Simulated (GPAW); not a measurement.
# Mo (Im-3m) in GPAW: further runs

The runs below take Mo through single point, with PBE.

All numbers are computed with GPAW 26.7.0; they aren't measurements. Logs are shortened: lines on timing, memory, paths and dates and some standing lists are left out, and cuts for length are marked. The log counts tension as positive stress, the text compression.

## (1) The crystal as given

The structure is cubic, space group Im-3m (No. 229). Conventional cell: a = 3.168 Å, b = 3.168 Å, c = 3.168 Å, α = 90.00°, β = 90.00°, γ = 90.00°. Mo (site symmetry m-3m) has 8 Mo at 2.74 Å as nearest neighbours.

## (2) Single point, PBE

Input file run.py:

```python
from ase import Atoms
from ase.dft.bandgap import bandgap
from ase.io import write
from ase.units import GPa
from gpaw import GPAW, PW

atoms = Atoms(['Mo'],
              cell=[[-1.5838089719, 1.5838089719, 1.5838089719],
                    [1.5838089719, -1.5838089719, 1.5838089719],
                    [1.5838089719, 1.5838089719, -1.5838089719]],
              scaled_positions=[[0.0, 0.0, 0.0]],
              pbc=True)

calc = GPAW(mode=PW(450),
            xc='PBE',
            kpts={'size': (9, 9, 9), 'gamma': True},
            occupations={'name': 'fermi-dirac', 'width': 0.05},
            nbands=16,
            maxiter=120,
            txt='gpaw.txt')
atoms.calc = calc
energy = atoms.get_potential_energy()
forces = atoms.get_forces()
stress = atoms.get_stress()
calc.write('gs.gpw')
write('result.traj', atoms)
print(f'Energy: {energy:.6f} eV')
print('Forces (eV/A):')
print(forces.round(4))
print('Stress (GPa):', (stress / GPa).round(3))
print('Fermi level:', round(calc.get_fermi_level(), 4), 'eV')
print(f'Gap: {bandgap(calc)[0]:.4f} eV, direct: {bandgap(calc, direct=True)[0]:.4f} eV')
```

Potentials or basis: GPAW PAW data sets (gpaw-data 1.2.1), pw.

Launch:

```
$ OMP_NUM_THREADS=1 python run.py
```

gpaw.txt:

```text
__  _  _
 | _ |_)|_||  |
 |__||  | ||/\| - 26.7.0

Input parameters:
  mode=PW(ecut=450.00000000000006),
  kpts=MonkhorstPack(size=(9, 9, 9), gamma=True),
  maxiter=120,
  nbands=16,
  occupations=Occupations(name='fermi-dirac', width=0.05),
  xc=XC(name='PBE')

Diagonalizing LCAO Hamiltonian
Converting LCAO to pw mode

       Mo

Atoms  # Å, Bohr magnetons
|   | symbol |        x |        y |        z |    initial magnetic moments |
|---|--------|----------|----------|----------|-----------------------------|
| 0 |     Mo | 0.000000 | 0.000000 | 0.000000 | ( 0.0000,  0.0000,  0.0000) |

Unit cell  # Å
| periodic |         x |         y |         z |  lengths |     angles |
|----------|-----------|-----------|-----------|----------|------------|
|      yes | -1.583809 |  1.583809 |  1.583809 | 2.743238 | 109.471221 |
|      yes |  1.583809 | -1.583809 |  1.583809 | 2.743238 | 109.471221 |
|      yes |  1.583809 |  1.583809 | -1.583809 | 2.743238 | 109.471221 |

Number of symmetries: 48
Symmetry operations  # r_c * U_cc + t_c -> r_c
|    | kind |            matrix            |
|----|------|------------------------------|
|  0 |  σ   |  1, 1, 1,  0, 0,-1,  0,-1, 0 |
|  1 |  C4  |  1, 1, 1,  0, 0,-1, -1, 0, 0 |
|  2 |  C2  |  1, 1, 1,  0,-1, 0,  0, 0,-1 |
|  3 |  S6  |  1, 1, 1,  0,-1, 0, -1, 0, 0 |
|  4 |  S6  |  1, 1, 1, -1, 0, 0,  0, 0,-1 |
|  5 |  C4  |  1, 1, 1, -1, 0, 0,  0,-1, 0 |
|  6 |  E   |  1, 0, 0,  0, 1, 0,  0, 0, 1 |
|  7 |  σ   |  1, 0, 0,  0, 1, 0, -1,-1,-1 |
|  8 |  σ   |  1, 0, 0,  0, 0, 1,  0, 1, 0 |
|  9 |  C3  |  1, 0, 0,  0, 0, 1, -1,-1,-1 |
| 10 |  C3  |  1, 0, 0, -1,-1,-1,  0, 1, 0 |
| 11 |  σ   |  1, 0, 0, -1,-1,-1,  0, 0, 1 |
| 12 |  σ   |  0, 1, 0,  1, 0, 0,  0, 0, 1 |
| 13 |  C2  |  0, 1, 0,  1, 0, 0, -1,-1,-1 |
| 14 |  C3  |  0, 1, 0,  0, 0, 1,  1, 0, 0 |
| 15 |  S4  |  0, 1, 0,  0, 0, 1, -1,-1,-1 |
| 16 |  S4  |  0, 1, 0, -1,-1,-1,  1, 0, 0 |
| 17 |  C3  |  0, 1, 0, -1,-1,-1,  0, 0, 1 |
| 18 |  C3  |  0, 0, 1,  1, 0, 0,  0, 1, 0 |
| 19 |  S4  |  0, 0, 1,  1, 0, 0, -1,-1,-1 |
| 20 |  σ   |  0, 0, 1,  0, 1, 0,  1, 0, 0 |
| 21 |  C3  |  0, 0, 1,  0, 1, 0, -1,-1,-1 |
| 22 |  C2  |  0, 0, 1, -1,-1,-1,  1, 0, 0 |
| 23 |  S4  |  0, 0, 1, -1,-1,-1,  0, 1, 0 |
| 24 |  C4  |  0, 0,-1,  1, 1, 1,  0,-1, 0 |
| 25 |  σ   |  0, 0,-1,  1, 1, 1, -1, 0, 0 |
| 26 |  S6  |  0, 0,-1,  0,-1, 0,  1, 1, 1 |
| 27 |  C2  |  0, 0,-1,  0,-1, 0, -1, 0, 0 |
| 28 |  C4  |  0, 0,-1, -1, 0, 0,  1, 1, 1 |
| 29 |  S6  |  0, 0,-1, -1, 0, 0,  0,-1, 0 |
| 30 |  S6  |  0,-1, 0,  1, 1, 1,  0, 0,-1 |
| 31 |  C4  |  0,-1, 0,  1, 1, 1, -1, 0, 0 |
| 32 |  C4  |  0,-1, 0,  0, 0,-1,  1, 1, 1 |
| 33 |  S6  |  0,-1, 0,  0, 0,-1, -1, 0, 0 |
| 34 |  σ   |  0,-1, 0, -1, 0, 0,  1, 1, 1 |
| 35 |  C2  |  0,-1, 0, -1, 0, 0,  0, 0,-1 |
| 36 |  C2  | -1, 0, 0,  1, 1, 1,  0, 0,-1 |
| 37 |  S6  | -1, 0, 0,  1, 1, 1,  0,-1, 0 |
| 38 |  S6  | -1, 0, 0,  0, 0,-1,  1, 1, 1 |
| 39 |  C2  | -1, 0, 0,  0, 0,-1,  0,-1, 0 |
| 40 |  C2  | -1, 0, 0,  0,-1, 0,  1, 1, 1 |
| 41 |  i   | -1, 0, 0,  0,-1, 0,  0, 0,-1 |
| 42 |  S4  | -1,-1,-1,  1, 0, 0,  0, 1, 0 |
| 43 |  C3  | -1,-1,-1,  1, 0, 0,  0, 0, 1 |
| 44 |  C3  | -1,-1,-1,  0, 1, 0,  1, 0, 0 |
| 45 |  σ   | -1,-1,-1,  0, 1, 0,  0, 0, 1 |
| 46 |  S4  | -1,-1,-1,  0, 0, 1,  1, 0, 0 |
| 47 |  C2  | -1,-1,-1,  0, 0, 1,  0, 1, 0 |

BZ-sampling:
  Number of BZ points: 729
  Number of IBZ points: 35

  Monkhorst-Pack size: [9, 9, 9]
  Monkhorst-Pack shift: [0, 0, 0]

K-points  # in reciprocal-cell coordinates
|     |                                coordinates |     weight |
|-----|--------------------------------------------|------------|
|   0 | (  0.00000000,   0.00000000,   0.00000000) | 0.00137174 |
|   1 | (  0.11111111,   0.00000000,   0.00000000) | 0.01646091 |
|   2 | (  0.11111111,   0.11111111,  -0.11111111) | 0.00823045 |
|   3 | (  0.22222222,   0.00000000,  -0.11111111) | 0.03292181 |
|   4 | (  0.22222222,   0.00000000,   0.00000000) | 0.01646091 |
|   5 | (  0.22222222,   0.11111111,  -0.11111111) | 0.03292181 |
|   6 | (  0.22222222,   0.22222222,  -0.22222222) | 0.00823045 |
|   7 | (  0.33333333,  -0.11111111,  -0.11111111) | 0.01097394 |
|   8 | (  0.33333333,   0.00000000,  -0.11111111) | 0.06584362 |
|   9 | (  0.33333333,   0.00000000,   0.00000000) | 0.01646091 |
| ... |                                            |            |
|  34 | (  0.44444444,   0.44444444,   0.44444444) | 0.01097394 |

Plane wave coefficients: 369
Cutoff: 450.00000000000006 eV

Spin-components: 1 (collinear spins)
Bands:           16
Projectors:      6
Spin-degeneracy: 2
Datatype:        complex128

Parallelization:
  kpt:    1
  domain: 1
  band:   1

Density:
  Valence electrons: 14.0
  Components: 1
  Grid points: [14 14 14]
  Charge: 0.0  # |e|

Potential:
  Grid points: [14 14 14]

species:
  Mo:
    name:    Molybdenum
    Z:       42.0
    valence: 14
    core:    28
    charge:  0.0  # [|e|]
    compensation charges:
      type: gauss
      rc: 0.38  # [Å]
      lmax: 2
    cutoffs:
      filter: 2.16  # [Å]
      core: 1.42  # [Å]
    projectors
    | kind |    occ | energy [eV] | rcut [Å] |
    |------|--------|-------------|----------|
    |   4s |  2.000 |     -64.307 |    1.238 |
    |   5s |  1.000 |      -4.084 |    1.238 |
    |   4p |  6.000 |     -38.491 |    1.296 |
    |   5p |  0.000 |      -1.044 |    1.296 |
    |   4d |  5.000 |      -3.754 |    1.296 |
    |    d |        |      23.458 |    1.296 |

    Using partial waves for Mo as LCAO basis

Reference energy: -110134.072632  # eV

eigensolver:
  PPCG
  Converge bands: occupied
  niter=2

density mixing:
  MSR1-Mixer
  Pratt-step length: 0.05
  Maximum mixing coefficient: 0.75
  Old densities: 10
  SVD Regularization: 0.005
  Good broyden scale: 1.0
  Trust region scale: 1.0
  Backstep threshold: 4.0
  History deletion threshold: 6.0
  Fourier metric: weight=20.0, sigma=0.015

occupation numbers:
  Fermi-Dirac:
    width: 0.0500  # eV

poisson solver:
  ecut: 3600.0000000000005  # eV

xc functional:
  name: PBE with 2 nearest neighbor stencil

convergence criteria:
- Maximum [total energy] change in last 3 cyles: 0.0005 eV / valence electron
- Maximum integral of absolute [dens]ity change: 0.0001 electrons / valence electron
- Maximum integral of absolute [eigenst]ate change: 4e-08 eV^2 / valence electron
maximum number of iterations: 120

SCF iterations
|iter     | |      energy | eigst |  dens |
|---------|-|-------------|-------|-------|
|iter:   1| |  -12.176235 | +0.26 |       |
|iter:   2| |  -12.009713 | -2.28 | -0.99 |
|iter:   3| |  -11.266302 | -1.44 | -1.03 |
|iter:   4| |  -11.267192 | -3.38 | -1.90 |
|iter:   5| |  -11.268297c| -4.10 | -2.17 |
|iter:   6| |  -11.268300c| -6.43 | -3.60 |
|iter:   7| |  -11.268301c| -6.97 | -3.97 |
|iter:   8| |  -11.268301c| -8.84c| -5.24c|

Converged in 8 steps
Energy contributions relative to reference atoms: (reference = -110134.072632)

Energy contributions:
  Kinetic:         -13.683196
  Coulomb:           7.884685
  Zero:             -0.248924
  External:          0.000000
  Xc:               -5.218040
  Entropy:          -0.005650
  Spinorbit:         0.000000
  ----------------------------
  Free energy:     -11.271126
  Extrapolated:    -11.268301

dipole moment: (-5.927181, -5.927181, -5.927181)  # |e|*Ang

Fermi level: 13.222
Eigenvalues  # (at kpt = [0.000, 0.000, 0.000])
| band index |      eig [eV] | occ [0-2] |
|------------|---------------|-----------|
|          0 |       -48.084 |     2.000 |
|          1 |       -21.431 |     2.000 |
|          2 |       -21.431 |     2.000 |
|          3 |       -21.431 |     2.000 |
|          4 |         6.133 |     2.000 |
|          5 |        11.931 |     2.000 |
[... 8 lines left out ...]
|         14 |        39.167 |     0.000 |
|         15 |        42.845 |     0.000 |

No gap
No difference between direct/indirect transitions

Forces  # eV/Ang
|        x |        y |       z |
|----------|----------|---------|
| -0.00000 | -0.00000 | 0.00000 |  # Mo   0

Stress tensor  # eV/Ang^3
|         x |         y |        z |
|-----------|-----------|----------|
|  0.017586 | -0.000000 | 0.000000 |
| -0.000000 |  0.017586 | 0.000000 |
|  0.000000 |  0.000000 | 0.017586 |

# Writing to gs.gpw (mode='')
```

Run time: 5.3 s. Hardware: 1 thread of Arm Neoverse V1, shared host; peak memory 0.12 GiB.

What came out:

```yaml
Free_energy: -11.2711 eV
Pressure: -2.8 GPa
Band_gap_on_the_k_mesh: none (metal or under the smearing width)
```

Caveat: the cutoff is short for stress and forces, so pressures can be off by a GPa or more.

## (3) Single point, PBE (strain = 0.01)

Input file run.py:

```python
from ase.dft.bandgap import bandgap
from ase.io import read, write
from ase.units import GPa
from gpaw import GPAW, PW

atoms = read('POSCAR')

calc = GPAW(mode=PW(600),
            xc='PBE',
            kpts={'size': (12, 12, 12), 'gamma': True},
            occupations={'name': 'fermi-dirac', 'width': 0.05},
            nbands=16,
            convergence={'density': 1e-05, 'energy': 1e-05},
            maxiter=150,
            txt='gpaw.txt')
atoms.calc = calc
energy = atoms.get_potential_energy()
forces = atoms.get_forces()
stress = atoms.get_stress()
calc.write('gs.gpw')
write('result.traj', atoms)
print(f'Energy: {energy:.6f} eV')
print('Forces (eV/A):')
print(forces.round(4))
print('Stress (GPa):', (stress / GPa).round(3))
print('Fermi level:', round(calc.get_fermi_level(), 4), 'eV')
print(f'Gap: {bandgap(calc)[0]:.4f} eV, direct: {bandgap(calc, direct=True)[0]:.4f} eV')
```

Input file POSCAR:

```
Mo
1.0
   -1.5996470616      1.5996470616      1.5838089719
    1.5996470616     -1.5996470616      1.5838089719
    1.5996470616      1.5996470616     -1.5838089719
Mo
1
Direct
    0.0000000000      0.0000000000      0.0000000000
```

Potentials or basis: GPAW PAW data sets (gpaw-data 1.2.1), pw.

Launch:

```
$ OMP_NUM_THREADS=1 python run.py
```

Wall time 21 s (1 thread of Arm Neoverse V1, shared host); peak memory 0.16 GiB.

The run converged. Its results:

```
Free energy            : -11.2674 eV
Pressure               : -7.0 GPa
Band gap on the k mesh : none (metal or under the smearing width)
```

Stress tensor (GPa, compression positive):
```
-8.07  0.00  0.00
 0.00 -8.07  0.00
 0.00  0.00 -4.78
```

Levels at points of the mesh, in eV from the Fermi level:
```csv
k point,band 3,band 4,band 5,band 6,band 7,band 8,band 9,band 10,band 11,band 12
"(0.00, 0.00, 0.00)",-34.67,-34.66,-7.00,-1.30,-1.19,-1.19,1.54,1.67,15.04,15.04
"(0.50, 0.00, 0.50)",-35.06,-34.68,-4.99,-3.17,1.56,1.66,2.24,4.50,11.14,12.08
"(0.50, 0.50, 0.00)",-35.05,-34.67,-4.98,-3.06,1.48,1.53,2.16,4.48,11.04,12.13
"(0.50, 0.50, 0.50)",-35.52,-35.49,-5.07,-5.04,3.77,3.77,3.80,8.79,8.79,9.05
```

Caveat: the density grid can change from cell to cell, which puts small steps into energies and stress.
